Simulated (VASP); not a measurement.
# Pd in VASP: single point with PBE

Aim: the single point of Pd with PBE.

All numbers are computed with VASP 6.6.1; they aren't measurements. Logs are shortened: lines on timing, memory, paths and dates and some standing lists are left out, and cuts for length are marked.

### Step 1. Starting point

The cell holds a slab with vacuum, 7 atoms: a = 2.751 Å, b = 2.751 Å, c = 29.475 Å, α = 90.00°, β = 90.00°, γ = 60.00°.

The cell was built by a generator and needn't be a form met in nature.

### Step 2. Single point, PBE

File INCAR:

```
ALGO = Fast
DIPOL = 0.5 0.5 0.500
EDIFF = 1E-6
ENCUT = 520
GGA = PE
IDIPOL = 3
ISIF = 2
ISMEAR = 0
LASPH = True
LCHARG = False
LDIPOL = True
LREAL = False
LWAVE = False
NBANDS = 44
NELM = 80
PREC = Accurate
SIGMA = 0.05
```

File KPOINTS:

```
k-points
0
Gamma
  16 16 1
```

File POSCAR:

```
Pd
1.0
    2.7506453788      0.0000000000      0.0000000000
    1.3753226894      2.3821287749      0.0000000000
    0.0000000000      0.0000000000     29.4753552829
Pd
7
Direct
    0.0000000000      0.0000000000      0.2649413993
    0.3333333333      0.3333333333      0.3435085735
    0.6666666667      0.6666666667      0.4217063595
    0.0000000000      0.0000000000      0.5000000007
    0.3333333333      0.3333333333      0.5782936402
    0.6666666667      0.6666666667      0.6564914260
    0.0000000000      0.0000000000      0.7350586008
```

Potentials or basis: VASP PAW PBE potentials, release 64 (Pd).

Launch:

```
$ cat potpaw_PBE.64/Pd/POTCAR > POTCAR
$ mpirun -np 1 vasp_std > vasp.out
```

OUTCAR:

```text
EDIFF = 1E-6
   ENCUT = 520
   GGA = PE
   ISIF = 2
   ISMEAR = 0
   LASPH = True
   LREAL = False
   NELM = 80
   PREC = Accurate

 ion  position               nearest neighbor table
   1  0.000  0.000  0.265-   2 2.81   2 2.81   2 2.81
   2  0.333  0.333  0.344-   3 2.80   3 2.80   3 2.80   1 2.81   1 2.81   1 2.81
   3  0.667  0.667  0.422-   2 2.80   2 2.80   2 2.80   4 2.80   4 2.80   4 2.80
   4  0.000  0.000  0.500-   5 2.80   5 2.80   5 2.80   3 2.80   3 2.80   3 2.80
   5  0.333  0.333  0.578-   6 2.80   6 2.80   6 2.80   4 2.80   4 2.80   4 2.80
   6  0.667  0.667  0.656-   5 2.80   5 2.80   5 2.80   7 2.81   7 2.81   7 2.81
   7  0.000  0.000  0.735-   6 2.81   6 2.81   6 2.81

  LATTYP: Found a hexagonal cell.
 ALAT       =     2.7506453788
 C/A-ratio  =    10.7157961944

  Lattice vectors:

 A1 = (  -1.3753226894,  -2.3821287749,   0.0000000000)
 A2 = (   2.7506453788,   0.0000000000,   0.0000000000)
 A3 = (   0.0000000000,   0.0000000000,  29.4753552829)

Analysis of symmetry for initial positions (statically):
=====================================================================
 Subroutine PRICEL returns:
 Original cell was already a primitive cell.

 Routine SETGRP: Setting up the symmetry group for a
 hexagonal supercell.

 Subroutine GETGRP returns: Found 12 space group operations
 (whereof 12 operations were pure point group operations)
 out of a pool of 24 trial point group operations.

The static configuration has the point symmetry D_3d.

Analysis of symmetry for dynamics (positions and initial velocities):
=====================================================================
 Subroutine PRICEL returns:
 Original cell was already a primitive cell.

 Routine SETGRP: Setting up the symmetry group for a
 hexagonal supercell.

 Subroutine GETGRP returns: Found 12 space group operations
 (whereof 12 operations were pure point group operations)
 out of a pool of 24 trial point group operations.

The dynamic configuration has the point symmetry D_3d.

 Subroutine INISYM returns: Found 12 space group operations
 (whereof 12 operations are pure point group operations),
 and found     1 'primitive' translations

----------------------------------------------------------------------------------------

                                     Primitive cell

  volume of cell :     193.1341

  direct lattice vectors                    reciprocal lattice vectors
     2.750645379  0.000000000  0.000000000     0.363551044 -0.209896293  0.000000000
     1.375322689  2.382128775  0.000000000     0.000000000  0.419792587  0.000000000
     0.000000000  0.000000000 29.475355283     0.000000000  0.000000000  0.033926648

  length of vectors
     2.750645379  2.750645379 29.475355283     0.419792587  0.419792587  0.033926648

  position of ions in fractional coordinates (direct lattice)
     0.000000000  0.000000000  0.264941399
     0.333333333  0.333333333  0.343508574
     0.666666667  0.666666667  0.421706359
     0.000000000  0.000000000  0.500000001
     0.333333333  0.333333333  0.578293640
     0.666666667  0.666666667  0.656491426
     0.000000000  0.000000000  0.735058601

  ion indices of the primitive-cell ions
   primitive index   ion index
                 1           1
                 2           2
                 3           3
                 4           4
                 5           5
                 6           6
                 7           7

----------------------------------------------------------------------------------------

 KPOINTS: k-points

Automatic generation of k-mesh.
 Grid dimensions read from file:
 generate k-points for:   16   16    1

 Generating k-lattice:

  Cartesian coordinates                     Fractional coordinates (reciprocal lattice)
     0.022721940 -0.013118518  0.000000000     0.062500000  0.000000000  0.000000000
     0.000000000  0.026237037  0.000000000     0.000000000  0.062500000  0.000000000
     0.000000000  0.000000000  0.033926648     0.000000000  0.000000000  1.000000000

  Length of vectors
     0.026237037  0.026237037  0.033926648

  Shift w.r.t. Gamma in fractional coordinates (k-lattice)
     0.000000000  0.000000000  0.000000000

 Subroutine IBZKPT returns following result:
 ===========================================

 Found     30 irreducible k-points:

 Following reciprocal coordinates:
            Coordinates               Weight
  0.000000  0.000000  0.000000      1.000000
  0.062500  0.000000  0.000000      6.000000
  0.125000  0.000000  0.000000      6.000000
  0.187500  0.000000  0.000000      6.000000
  0.250000  0.000000  0.000000      6.000000
  0.312500  0.000000  0.000000      6.000000
[... 16 lines left out ...]
  0.375000  0.187500  0.000000      6.000000
  0.437500  0.187500  0.000000     12.000000
 [... further k-points ...]
   k-points           NKPTS =     30   k-points in BZ     NKDIM =     30   number of bands    NBANDS=     44
   number of dos      NEDOS =    301   number of ions     NIONS =      7
   total plane-waves  NPLWV =  89600
   dimension x,y,z NGX =    20 NGY =   20 NGZ =  224
   dimension x,y,z NGXF=    40 NGYF=   40 NGZF=  448
   ions per type =               7
   NGX,Y,Z   is equivalent  to a cutoff of  12.09, 12.09, 12.63 a.u.
   NGXF,Y,Z  is equivalent  to a cutoff of  24.18, 24.18, 25.27 a.u.
 SYSTEM =  unknown system
   PREC   = accura    normal or accurate (medium, high low for compatibility)
   ISTART =      0    job   : 0-new  1-cont  2-samecut
   ICHARG =      2    charge: 1-file 2-atom 10-const
   ISPIN  =      1    spin polarized calculation?
   LNONCOLLINEAR =      F non collinear calculations
   LSORBIT =      F    spin-orbit coupling
   LASPH  =      T    aspherical Exc in radial PAW
   ENCUT  =  520.0 eV  38.22 Ry    6.18 a.u.   5.11  5.11 54.80*2*pi/ulx,y,z
   NELM   =     80;   NELMIN=  2; NELMDL= -5     # of ELM steps
   EDIFF  = 0.1E-05   stopping-criterion for ELM
   LREAL  =      F    real-space projection
   EDIFFG = 0.1E-04   stopping-criterion for IOM
   NSW    =      0    number of steps for IOM
   IBRION =     -1    ionic relax: 0-MD 1-quasi-New 2-CG
   NFREE  =      0    steps in history (QN), initial steepest desc. (CG)
   ISIF   =      2    stress and relaxation
   ISYM   =      2    0-nonsym 1-usesym 2-fastsym
   POTIM  = 0.5000    time-step for ionic-motion
   TEBEG  =    0.0;   TEEND  =   0.0 temperature during run
   PSTRESS=    0.0 pullay stress
   NELECT =      70.0000    total number of electrons
   NUPDOWN=      -1.0000    fix difference up-down
   EMIN   =  10.00;   EMAX   =-10.00  energy-range for DOS
   EFERMI =   0.00;   METHOD = LEGACY
   ISMEAR =     0;   SIGMA  =   0.05  broadening in eV -4-tet -1-fermi 0-gaus
   EFERMI_NEDOS =   21; number of points for ismear=-14 and -15
   IALGO  =     68    algorithm
   IMIX   =      4    mixing-type and parameters
     AMIX     =   0.40;   BMIX     =  1.00
     AMIX_MAG =   1.60;   BMIX_MAG =  1.00
  volume/ion in A,a.u.               =      27.59       186.19
  Fermi-wavevector in a.u.,A,eV,Ry     =   1.167225  2.205735 18.536768  1.362414
  Thomas-Fermi vector in A             =   2.303728
   LORBIT       =      0    0 simple, 1 ext, 2 COOP (PROOUT), +10 PAW based schemes
   GGA     = PE    functional components
   LHFCALC =     F    Hartree Fock is set to
   AEXX    =    0.0000 exact exchange contribution
   IVDW    =     0    specifies the selected vdW correction
   LEPSILON=     F    determine dielectric tensor
   LRPA    =     F    only Hartree local field effects (RPA)
 non-spin polarized calculation
 RMM-DIIS sequential band-by-band and
 Gauss-broadening in eV      SIGMA  =   0.05
  energy-cutoff  :      520.00
  volume of cell :      193.13
 maximum number of plane-waves:      5237
   NGX = 11   NGY = 11   NGZ =109

 dipolmoment           0.000000      0.000000      0.000000 electrons x Angstroem

 number of electron      69.9999995 magnetization

 dipolmoment           0.000000      0.000000     -0.000000 electrons x Angstroem

 Free energy of the ion-electron system (eV)
  ---------------------------------------------------
  ext. energy  EPLUGINS =         0.00000000
  ---------------------------------------------------
  free energy    TOTEN  =       -35.43817865 eV

  energy without entropy =      -35.41381292  energy(sigma->0) =      -35.42599578

 E-fermi :   2.7701     XC(G=0):  -7.7149

 val. band max:        2.7638887444   @ k =   0.5000   0.1875   0.0000
 cond. band min:       2.7727201324   @ k =   0.3125   0.0000   0.0000
 fundamental gap:      0.0088313880
 Fermi energy:         2.7701122835

 k-point     1 :       0.0000    0.0000    0.0000
  band No.  band energies     occupation
      1      -4.0206      2.00000
      2      -3.5628      2.00000
      3      -2.9472      2.00000
      4      -2.4434      2.00000
      5      -2.3382      2.00000
      6      -2.1143      2.00000
[... 36 lines left out ...]
     43       3.9836      0.00000
     44       7.7945      0.00000

 k-point     2 :       0.0625    0.0000    0.0000
  band No.  band energies     occupation
      1      -3.8952      2.00000
      2      -3.4404      2.00000
      3      -2.8272      2.00000
      4      -2.3281      2.00000
      5      -2.2385      2.00000
      6      -2.0077      2.00000
[... 36 lines left out ...]
     43       4.5090      0.00000
     44       7.8965      0.00000

 k-point     3 :       0.1250    0.0000    0.0000
  band No.  band energies     occupation
      1      -3.5349      2.00000
      2      -3.0941      2.00000
      3      -2.4954      2.00000
      4      -2.0196      2.00000
      5      -1.9647      2.00000
      6      -1.7176      2.00000
[... 976 lines left out ...]
     43       9.2485      0.00000
     44      10.3584      0.00000

 k-point    24 :       0.4375    0.1875    0.0000
  band No.  band energies     occupation
      1      -1.5971      2.00000
      2      -1.5937      2.00000
      3      -1.4201      2.00000
      4      -1.3424      2.00000
      5      -1.2366      2.00000
      6      -1.2261      2.00000
[... 36 lines left out ...]
     43      10.3253      0.00000
     44      11.2501      0.00000

 [... further k-points ...]

------------------------ aborting loop because EDIFF is reached ----------------------------------------

 vacuum level on the upper side and lower side of the slab       (xc-potential included)        -0.179        -0.179

  FORCE on cell =-STRESS in cart. coord.  units (eV):
  Direction    XX          YY          ZZ          XY          YZ          ZX
  --------------------------------------------------------------------------------------
  -------------------------------------------------------------------------------------
  Total        0.0131339      0.0131339     -0.2280432     -0.0000000     -0.0000000      0.0000000
  in kB        0.1089543      0.1089543     -1.8917724     -0.0000000     -0.0000000      0.0000000
  external PRESSURE =      -0.5579546 kB  Pullay stress =       0.0000000 kB

 VOLUME and BASIS-vectors are now :
 -----------------------------------------------------------------------------
  energy-cutoff  :      520.00
  volume of cell :      193.13
      direct lattice vectors                 reciprocal lattice vectors
     2.750645379  0.000000000  0.000000000     0.363551044 -0.209896293  0.000000000
     1.375322689  2.382128775  0.000000000     0.000000000  0.419792587  0.000000000
     0.000000000  0.000000000 29.475355283     0.000000000  0.000000000  0.033926648

 POSITION                                       TOTAL-FORCE (eV/Angst)
 -----------------------------------------------------------------------------------
      0.00000      0.00000      7.80924         0.000000      0.000000      0.013647
      1.37532      0.79404     10.12504        -0.000000      0.000000     -0.002269
      2.75065      1.58809     12.42994        -0.000000     -0.000000     -0.000562
      0.00000      0.00000     14.73768        -0.000000      0.000000     -0.000000
      1.37532      0.79404     17.04541         0.000000      0.000000      0.000562
      2.75065      1.58809     19.35032         0.000000     -0.000000      0.002269
      0.00000      0.00000     21.66611         0.000000     -0.000000     -0.013647
 -----------------------------------------------------------------------------------
    total drift:                               -0.000000     -0.000000      0.000000

  FREE ENERGIE OF THE ION-ELECTRON SYSTEM (eV)
  ---------------------------------------------------
  free  energy   TOTEN  =       -35.4381786457 eV

  energy  without entropy=      -35.4138129236  energy(sigma->0) =      -35.42599578

 vacuum level on the upper side and lower side of the slab         7.862         7.862
```

Run time: 10 min. Hardware: 1 thread of Intel Xeon Platinum 8259CL at 2.50GHz (Skylake/Cascade Lake), shared host; peak memory 0.39 GiB.

Results:

* Free energy: -35.4382 eV
* Largest force: 0.014 eV/Å
* Band gap on the k mesh: none (metal or under the smearing width)

Forces on the atoms (eV/Å):
```
Pd   0.000  0.000  0.014
Pd   0.000  0.000 -0.002
Pd   0.000  0.000 -0.001
Pd   0.000  0.000  0.000
Pd   0.000  0.000  0.001
Pd   0.000  0.000  0.002
Pd   0.000  0.000 -0.014
```

Levels at points of the mesh, in eV from the Fermi level:
```csv
k point,band 32,band 33,band 34,band 35,band 36,band 37,band 38,band 39
"(0.00, 0.00, 0.00)",-0.99,-0.73,-0.73,-0.50,-0.43,-0.43,-0.18,-0.18
"(0.50, 0.00, 0.00)",0.17,0.23,0.36,0.36,1.58,2.40,3.14,3.52
```
